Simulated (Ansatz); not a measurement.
# Si62N2 defect cell: relaxing the atoms and phonons, part 2 of 2

The task, for Si62N2 defect cell: 4 runs in a chain (relaxing the atoms and phonons).

Ansatz 0.2.0; DFT PBE, scalar-relativistic, plane waves, PAW, and further levels as typed in the inputs. The steps go on from the part before.

### Step 4. Relaxing the atoms: r2SCAN

Against the reference cell of the series, the lattice is replaced; atoms are rattled by 0.04 Å.

input.yaml

```yaml
crystal:
  lattice:
    - [10.8884, 0.0, 0.0]
    - [0.0, 10.8884, 0.0]
    - [0.0, 0.0, 10.8884]
  atoms:
    - { symbol: "N", position: [0.987676857, 0.9801990724, 0.9794698849] }
    - { symbol: "N", position: [0.1340026779, 0.1437195653, 0.1425757913] }
    - { symbol: Si, position: [-0.00197138, 0.2511586741, 0.2515467864] }
    - { symbol: Si, position: [0.2460853643, -0.0032557205, 0.2482523291] }
    - { symbol: Si, position: [0.2525336406, 0.2520616148, -0.0047961078] }
    - { symbol: Si, position: [0.1208874573, 0.8777068711, 0.8807846298] }
    - { symbol: Si, position: [0.8748858415, 0.122489267, 0.8790249429] }
    - { symbol: Si, position: [0.8738627286, 0.8776661483, 0.1306907227] }
    - { symbol: Si, position: [0.1273146829, 0.3752699873, 0.3776900972] }
    - { symbol: Si, position: [0.372639413, 0.1243457508, 0.3728915008] }
    - { symbol: Si, position: [0.3742491998, 0.3732127949, 0.1243175294] }
    - { symbol: Si, position: [-0.0013979516, 0.0003268713, 0.5002339064] }
    - { symbol: Si, position: [0.0010886709, 0.2551532681, 0.7443173926] }
    - { symbol: Si, position: [0.2547596289, -0.0008715714, 0.7454728107] }
    - { symbol: Si, position: [0.2493665928, 0.2503373806, 0.5039218194] }
    - { symbol: Si, position: [0.1210999432, 0.1257984578, 0.6254328258] }
    - { symbol: Si, position: [0.1188131924, 0.3706439688, 0.8772045553] }
    - { symbol: Si, position: [0.3775552597, 0.128995852, 0.8769610658] }
    - { symbol: Si, position: [0.3764518644, 0.3754513704, 0.6294417973] }
    - { symbol: Si, position: [-0.0030971166, 0.4994787349, 0.0014156502] }
    - { symbol: Si, position: [-0.0057951372, 0.7548159276, 0.2470873039] }
    - { symbol: Si, position: [0.2497364189, 0.5079228332, 0.2469529508] }
    - { symbol: Si, position: [0.2480552807, 0.7557371283, -0.0039682371] }
    - { symbol: Si, position: [0.1234127783, 0.626895904, 0.1266729468] }
    - { symbol: Si, position: [0.127180986, 0.8763611048, 0.3799424271] }
    - { symbol: Si, position: [0.3787321999, 0.6271868354, 0.3724916365] }
    - { symbol: Si, position: [0.3723786417, 0.867989642, 0.1275249342] }
    - { symbol: Si, position: [-0.0066970706, 0.5032295426, 0.5067828694] }
    - { symbol: Si, position: [-0.0039001301, 0.7474854536, 0.7482505621] }
    - { symbol: Si, position: [0.2530502569, 0.4968283586, 0.7495204384] }
    - { symbol: Si, position: [0.2480783673, 0.7490769005, 0.5047436712] }
    - { symbol: Si, position: [0.121457864, 0.6252636192, 0.6259977822] }
    - { symbol: Si, position: [0.3781544292, 0.6203562555, 0.8790956257] }
    - { symbol: Si, position: [0.3765972117, 0.8782117584, 0.6252632236] }
    - { symbol: Si, position: [0.4939787237, -0.0023779532, 0.0030041863] }
    - { symbol: Si, position: [0.5001351705, 0.2498210847, 0.2565814301] }
    - { symbol: Si, position: [0.7580888149, -0.0001361703, 0.2571007877] }
    - { symbol: Si, position: [0.7426763472, 0.2424725129, 0.0031852438] }
    - { symbol: Si, position: [0.6240376508, 0.1271269281, 0.1268976246] }
    - { symbol: Si, position: [0.6246715637, 0.3775058951, 0.3755536975] }
    - { symbol: Si, position: [0.8693714686, 0.1258040431, 0.3756820589] }
    - { symbol: Si, position: [0.8817329508, 0.3708528548, 0.1250624403] }
    - { symbol: Si, position: [0.4984408037, -0.0004882624, 0.506095311] }
    - { symbol: Si, position: [0.5013909874, 0.2482933542, 0.7505651565] }
    - { symbol: Si, position: [0.752814594, -0.0036516943, 0.7490289029] }
    - { symbol: Si, position: [0.7556655127, 0.2531451895, 0.4998354116] }
    - { symbol: Si, position: [0.6232458792, 0.1244340196, 0.6193019012] }
    - { symbol: Si, position: [0.6284643694, 0.376253273, 0.8755079652] }
    - { symbol: Si, position: [0.8702337437, 0.3723734894, 0.62689001] }
    - { symbol: Si, position: [0.5009467557, 0.4981751939, 0.0018552658] }
    - { symbol: Si, position: [0.5034487459, 0.7475202223, 0.2480498209] }
    - { symbol: Si, position: [0.7468044453, 0.4957559817, 0.252926681] }
    - { symbol: Si, position: [0.7518736564, 0.7512443111, -0.0043059404] }
    - { symbol: Si, position: [0.6211574973, 0.6247514104, 0.1234820185] }
    - { symbol: Si, position: [0.6254411403, 0.8724322336, 0.3774026483] }
    - { symbol: Si, position: [0.8816106318, 0.6306816652, 0.3809140883] }
    - { symbol: Si, position: [0.5002609007, 0.5033855304, 0.498615665] }
    - { symbol: Si, position: [0.5033796795, 0.7486098139, 0.7482036831] }
    - { symbol: Si, position: [0.7476327328, 0.5025683878, 0.7510117434] }
    - { symbol: Si, position: [0.7506844912, 0.7458127708, 0.5005209393] }
    - { symbol: Si, position: [0.6197073239, 0.6304241682, 0.6245167206] }
    - { symbol: Si, position: [0.6257142618, 0.8746137201, 0.8691811007] }
    - { symbol: Si, position: [0.8699606051, 0.6248959688, 0.8804827945] }
    - { symbol: Si, position: [0.8709030263, 0.8724085668, 0.6248264848] }
scf:
  occupations: { method: gaussian, width: 0.02 }
output:
  forces: true
  stress: false
  eigenvalues: true
kpoints:
  mp_grid: { grid: [2, 2, 2], shift: [0.5, 0.5, 0.5] }
hamiltonian:
  xc: r2scan
relax:
  f_tol: 0.005
  max_steps: 150
```

Started as:

```sh
> ansatz run input.yaml --threads 8 --pin off --max-ram 20480MiB --backend cpu --events-out ev --progress --plain --runs-dir out
```

The program printed, cut to the lines that bear on the results:

```text
Warning: RAYON_NUM_THREADS=8 ignored (pool sized by the plan → 8); use --threads N
[...]
Pseudopotentials: kind: paw
Pseudopotential: N, paw, valence charge 5, recommended cutoff 500 eV (meta_gga), N.paw.azcp
Pseudopotential: Si, paw, valence charge 4, recommended cutoff 500 eV (meta_gga), Si.paw.azcp
Functional definition: r2SCAN
[...]
Crystal: 64 atoms, lattice volume = 1290.899 Å³
Basis set: ecut = 500 eV, 32795 PW (Γ), exchange–correlation on 320×320×320 points (64 copies of the dense FFT grid, shifted against one another)
Bands: 193, of which v1, the nominal top of the filled ones, is band 129 counted from 1 (128 counted from 0)
Symmetry: 1 space group operations
Space group: P1 (ITA 1), of the structure as read, at distance tolerance 1.1e-4 Å
k-points: 4 of 8 (time reversal used)
[...]
    - { symbol: Si, position: [0.7478337690388831, 0.748461843592218, -0.004500932142256268] }
    - { symbol: Si, position: [0.6247705716029541, 0.6253992139316914, 0.12605274081099915] }
    - { symbol: Si, position: [0.6283599529030052, 0.8776173138795275, 0.36908847083233565] }
    - { symbol: Si, position: [0.8769856598011029, 0.6289874834291702, 0.3690884960833887] }
    - { symbol: Si, position: [0.49988165765549264, 0.5005104704939516, 0.5012804975803943] }
    - { symbol: Si, position: [0.49383528923027253, 0.7479689258157144, 0.7487388250558349] }
    - { symbol: Si, position: [0.7473416335348763, 0.49446380076749896, 0.7487383218923899] }
    - { symbol: Si, position: [0.7473406524675797, 0.7479707987918047, 0.49523064746457374] }
    - { symbol: Si, position: [0.6239226925960745, 0.624550743600503, 0.6253185261867178] }
    - { symbol: Si, position: [0.6195388619170052, 0.8719262078639312, 0.8726954661932818] }
    - { symbol: Si, position: [0.8712984710236115, 0.6201706824762475, 0.8726929342032926] }
    - { symbol: Si, position: [0.8712970898834961, 0.8719250906249705, 0.6209390694932175] }
```

It took 5.8 min on 8 threads of Intel Xeon Platinum 8488C (Sapphire Rapids), shared host; peak memory 7 GiB.

The steps of the relaxation:

| step | energy from step 1 (eV/cell) | largest force component (eV/Å) |
| --- | --- | --- |
| 1 | 0.0000 | 3.2364 |
| 2 | -4.4435 | 2.2510 |
| 3 | -6.7446 | 0.7520 |
| 4 | -7.0814 | 0.4082 |
| 5 | -7.2285 | 0.0748 |
| 6 | -7.2330 | 0.0263 |
| 7 | -7.2339 | 0.0076 |
| 8 | -7.2339 | 0.0004 |

Step 1 is the start.

### Step 5. Phonons

It takes the final geometry of step 4.

input.yaml

```yaml
crystal:
  lattice:
    - [10.8884, 0.0, 0.0]
    - [0.0, 10.8884, 0.0]
    - [0.0, 0.0, 10.8884]
  atoms:
    - { symbol: "N", position: [0.967460416, 0.9680899448, 0.9688596372] }
    - { symbol: "N", position: [0.1563436973, 0.1569714633, 0.157740314] }
    - { symbol: Si, position: [0.0330235959, 0.2389937134, 0.2397645393] }
    - { symbol: Si, position: [0.2383662693, 0.0336489245, 0.2397653224] }
    - { symbol: Si, position: [0.2383658708, 0.2389983757, 0.0344197964] }
    - { symbol: Si, position: [0.0907841809, 0.8860698117, 0.8868362531] }
    - { symbol: Si, position: [0.8854359585, 0.0914118611, 0.8868371209] }
    - { symbol: Si, position: [0.88543763, 0.8860630933, 0.092180861] }
    - { symbol: Si, position: [0.1297001426, 0.3766010138, 0.3773692662] }
    - { symbol: Si, position: [0.3759702779, 0.1303292848, 0.3773699348] }
    - { symbol: Si, position: [0.3759696239, 0.3765997603, 0.1311019482] }
    - { symbol: Si, position: [-0.0009826524, -0.0003536718, 0.5004238982] }
    - { symbol: Si, position: [-6.39085e-05, 0.2374511417, 0.7617386568] }
    - { symbol: Si, position: [0.2368250611, 0.0005661739, 0.7617373228] }
    - { symbol: Si, position: [0.2525059313, 0.2531360612, 0.5056621748] }
    - { symbol: Si, position: [0.124785293, 0.1254142959, 0.6261750378] }
    - { symbol: Si, position: [0.1238675642, 0.3640938019, 0.8883770682] }
    - { symbol: Si, position: [0.3634635016, 0.1245005796, 0.8883785041] }
    - { symbol: Si, position: [0.3764637592, 0.3770904035, 0.6313677829] }
    - { symbol: Si, position: [-0.0009844393, 0.4996533723, 0.0004162664] }
    - { symbol: Si, position: [-6.30576e-05, 0.7609648176, 0.2382213102] }
    - { symbol: Si, position: [0.2525055955, 0.5048946241, 0.2539057303] }
    - { symbol: Si, position: [0.2368243282, 0.7609681657, 0.0013321183] }
    - { symbol: Si, position: [0.124786441, 0.6254052892, 0.1261809664] }
    - { symbol: Si, position: [0.1238663836, 0.8876075748, 0.3648615859] }
    - { symbol: Si, position: [0.3764647233, 0.6305978601, 0.3778607683] }
    - { symbol: Si, position: [0.3634644033, 0.8876075213, 0.1252663952] }
    - { symbol: Si, position: [-0.0008550137, 0.4996621833, 0.5004321077] }
    - { symbol: Si, position: [-0.0058922597, 0.7484631305, 0.7492308714] }
    - { symbol: Si, position: [0.2468174682, 0.4960722861, 0.7575101332] }
    - { symbol: Si, position: [0.2468176359, 0.7567416829, 0.4968406352] }
    - { symbol: Si, position: [0.1246578956, 0.6253973357, 0.6261655483] }
    - { symbol: Si, position: [0.3676916089, 0.628988098, 0.8783848931] }
    - { symbol: Si, position: [0.3676913699, 0.8776152439, 0.6297585461] }
    - { symbol: Si, position: [0.4990244588, -0.0003518134, 0.0004157317] }
    - { symbol: Si, position: [0.5042636645, 0.2531338546, 0.253904979] }
    - { symbol: Si, position: [0.7603404952, 0.0005652813, 0.2382200562] }
    - { symbol: Si, position: [0.7603373878, 0.237455108, 0.0013318762] }
    - { symbol: Si, position: [0.6247782924, 0.1254148961, 0.1261821927] }
    - { symbol: Si, position: [0.6299687377, 0.3770910744, 0.377861049] }
    - { symbol: Si, position: [0.8869801884, 0.1244981882, 0.3648615987] }
    - { symbol: Si, position: [0.8869793905, 0.3640907259, 0.1252687671] }
    - { symbol: Si, position: [0.4990331254, -0.0002249425, 0.5004315637] }
    - { symbol: Si, position: [0.4954452099, 0.2474440327, 0.7575094135] }
    - { symbol: Si, position: [0.7478333962, -0.005268581, 0.7492323853] }
    - { symbol: Si, position: [0.7561121348, 0.2474452111, 0.4968420693] }
    - { symbol: Si, position: [0.6247700442, 0.125282709, 0.6261678009] }
    - { symbol: Si, position: [0.6283583995, 0.368321639, 0.8783831313] }
    - { symbol: Si, position: [0.8769870767, 0.3683183101, 0.6297586866] }
    - { symbol: Si, position: [0.4990326068, 0.4996613959, 0.0005476885] }
    - { symbol: Si, position: [0.4954454405, 0.7567413581, 0.2482149547] }
    - { symbol: Si, position: [0.7561114911, 0.4960718896, 0.2482135832] }
    - { symbol: Si, position: [0.747833769, 0.7484618436, -0.0045009321] }
    - { symbol: Si, position: [0.6247705716, 0.6253992139, 0.1260527408] }
    - { symbol: Si, position: [0.6283599529, 0.8776173139, 0.3690884708] }
    - { symbol: Si, position: [0.8769856598, 0.6289874834, 0.3690884961] }
    - { symbol: Si, position: [0.4998816577, 0.5005104705, 0.5012804976] }
    - { symbol: Si, position: [0.4938352892, 0.7479689258, 0.7487388251] }
    - { symbol: Si, position: [0.7473416335, 0.4944638008, 0.7487383219] }
    - { symbol: Si, position: [0.7473406525, 0.7479707988, 0.4952306475] }
    - { symbol: Si, position: [0.6239226926, 0.6245507436, 0.6253185262] }
    - { symbol: Si, position: [0.6195388619, 0.8719262079, 0.8726954662] }
    - { symbol: Si, position: [0.871298471, 0.6201706825, 0.8726929342] }
    - { symbol: Si, position: [0.8712970899, 0.8719250906, 0.6209390695] }
scf:
  occupations: { method: gaussian, width: 0.02 }
output:
  stress: false
  eigenvalues: true
kpoints:
  mp_grid: { grid: [2, 2, 2], shift: [0.5, 0.5, 0.5] }
hamiltonian:
  xc: r2scan
phonons:
  supercell: [1, 1, 1]
  displaced_sites: [0, 1, 2, 3, 4, 5, 6, 7]
  amplitude: 0.01
```

Started as:

```sh
> ansatz run input.yaml --threads 8 --pin off --max-ram 20480MiB --backend cpu --events-out ev --progress --plain --runs-dir out
```

The program printed, cut to the lines that bear on the results:

```text
Warning: the atoms were moved onto the symmetric positions of the space group found under crystal.symmetry.tolerance 1.0e-5 (fractional; no operation is sought that the atoms, as they stand in a round, miss by more than twice it, and no atom is moved by as much as it), and the run uses [...]
Warning: RAYON_NUM_THREADS=8 ignored (pool sized by the plan → 8); use --threads N
[...]
[... 4 set-up lines as earlier in the session ...]
[...]
Crystal: 64 atoms, lattice volume = 1290.899 Å³
Basis set: ecut = 500 eV, 32795 PW (Γ), exchange–correlation on 400×400×400 points (125 copies of the dense FFT grid, shifted against one another)
Bands: 193, of which v1, the nominal top of the filled ones, is band 129 counted from 1 (128 counted from 0)
Symmetry: 12 space group operations
k-points: 2 of 8
[...]
  force constants formed among 8 of 64 sites (N 0, N 1, Si 2, Si 3, Si 4, Si 5, Si 6, Si 7); the other 56 at rest. The modes move the named sites alone.
  the frequencies, the zero-point energy and the sums are of the block with the acoustic sum rule laid on its rows. Row sums over every site: 6.3e-5 eV/Å² at the most
  transpose residual: 5.4e-4 eV/Å²
  largest component of a force at the reference: 2.1e-4 eV/Å on a named site, 2.5e-4 eV/Å on a site at rest
  frequencies among the named sites at Γ of the cell (cm⁻¹): 240.20 240.20 241.14 241.14 259.54 273.59 327.67 330.15 363.70 363.70 364.26 364.26 368.47 368.47 372.59 372.59 399.71 405.42 457.13 476.13 654.57 654.57 657.15 657.15
  unstable modes among the named sites: 0
  frequencies as built, with no sum rule (cm⁻¹): 240.20 240.20 241.14 241.14 259.55 273.59 327.67 330.15 363.70 363.70 364.26 364.26 368.47 368.47 372.59 372.59 399.71 405.42 457.13 476.13 654.57 654.57 657.15 657.15
  zero-point energy: 0.586041 eV/cell   skipped modes (ω ≤ 0): 0
  not written: the harmonic force-constant file, the file of eigenvectors (these modes' are written with the force constants), the density of states and the dispersion, which are of every site
```

Wall time 2.8 min (8 threads of Intel Xeon Platinum 8488C (Sapphire Rapids), shared host); peak memory 8.1 GiB.

### Step 6. Results

This closing draws on all 2 parts.

| step | level | energy (eV) | gap on the mesh (eV) | time |
| --- | --- | --- | --- | --- |
| 2 | PBE | -40187.218 | 0.55 | 2.4 min |
| 4 | r2SCAN | -40390.951 | 0.73 | 5.8 min |

Totals of different systems or levels have different zeros; only balanced differences at one level mean anything.

| quantity | value |
| --- | --- |
| local modes (step 3) | 356, 380, 385, 442, 458, 630, 630, 633, 633 cm⁻¹ |
| local modes (step 5) | 373, 400, 405, 457, 476, 655, 655, 657, 657 cm⁻¹ |

**Reading.** The modes of step 3 move 8 of the 64 atoms alone, the rest held, so they are local, harmonic estimates and the soft ones are least sound. The modes of step 5 move 8 of the 64 atoms alone, the rest held, so they are local, harmonic estimates and the soft ones are least sound.

The gaps are Kohn-Sham values of a semilocal functional, not quasiparticle or optical gaps. Such gaps usually fall short of the measured ones.
